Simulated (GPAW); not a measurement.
TiSe:

```xyz
4
Lattice="3.5590 0.0000 0.0000 -1.7795 3.0822 0.0000 0.0000 0.0000 6.2200" Properties=species:S:1:pos:R:3 pbc="T T T"
Se    1.7795    1.0274    4.6650
Se    0.0000    2.0548    1.5550
Ti    0.0000    0.0000    3.1100
Ti    0.0000    0.0000    0.0000
```

* Program: GPAW 26.7.0
* Task: relaxation of cell and atoms
* Functional: PBEsol
* Potentials or basis: PAW data sets generated in the run's folder for this functional
* Cutoff: 600 eV
* Basis: pw
* k mesh: 6 × 6 × 3
* Occupations: fermi-dirac, width 0.05 eV
* Spin: no spin polarisation

At the start: pressure -0.8 GPa; volume 17.06 Å³/atom.

Problem. How do energy, volume and symmetry change on relaxing?

Solution. Over 8 steps the energy falls by 61.8 meV/atom and the volume is 16.50 Å³/atom (-3.3 %); space group P6_3/mmc (No. 194, to 0.05 Å).

Step by step:
```tsv
step	energy change (eV)	largest force (eV/Å)	pressure (GPa)	volume (Å³)
1	0.0000	0.0000	-0.78	68.23
2	-0.0080	0.0000	-0.75	68.17
3	-0.2116	0.0000	-0.16	66.69
4	-0.2147	0.0000	0.77	65.28
5	-0.2465	0.0000	0.17	66.03
6	-0.2469	0.0000	0.19	65.96
7	-0.2470	0.0000	0.17	65.97
8	-0.2471	0.0000	0.10	66.00
```

Final structure:
```
Se Ti
1.0
     3.36319    0.00000    0.00000
    -1.68160    2.91261    0.00000
     0.00000    0.00000    6.73737
Se Ti
2 2
Direct
  0.66667 0.33333 0.75000
  0.33333 0.66667 0.25000
  0.00000 0.00000 0.50000
  0.00000 0.00000 0.00000
```

Caveat: later steps reuse the first step's grids.
